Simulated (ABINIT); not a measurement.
AlRu:

```
Ru Al
1.0
     2.99160    0.00000    0.00000
     0.00000    2.99160    0.00000
     0.00000    0.00000    2.99160
Ru Al
1 1
Direct
  0.50000 0.50000 0.50000
  0.00000 0.00000 0.00000
```

| Item | Value |
| --- | --- |
| Program | ABINIT 10.8.3 (patched build) |
| Task | relaxation of cell and atoms |
| Functional | PBE |
| Dispersion | D3 |
| Potentials or basis | Ansatz PAW PBE default generated set, frozen core |
| Cutoff | 419 eV |
| k mesh | 7 × 7 × 7 |
| Occupations | fermi-dirac, width 0.05 eV |
| Spin | no spin polarisation |

At the start: pressure -3.9 GPa; volume 13.39 Å³/atom.

Task: Where does the relaxation end?

Result: Over 4 steps the energy falls by 3.1 meV/atom and the volume is 13.14 Å³/atom (-1.9 %); space group Pm-3m (No. 221, to 0.05 Å).

The path:
```csv
step,energy change (eV),largest force (eV/Å),pressure (GPa),volume (Å³)
1,0.0000,0.0000,-3.90,26.77
2,-0.0054,0.0000,-1.46,26.46
3,-0.0062,0.0000,0.04,26.27
4,-0.0062,0.0000,0.00,26.27
```

Final structure:
```
Ru Al
1.0
     2.97290    0.00000    0.00000
     0.00000    2.97290    0.00000
     0.00000    0.00000    2.97290
Ru Al
1 1
Direct
  0.50000 0.50000 0.50000
  0.00000 0.00000 0.00000
```

Caveat: pairwise dispersion overbinds metals, which lowers pressure and volume; the atomic spheres overlap.
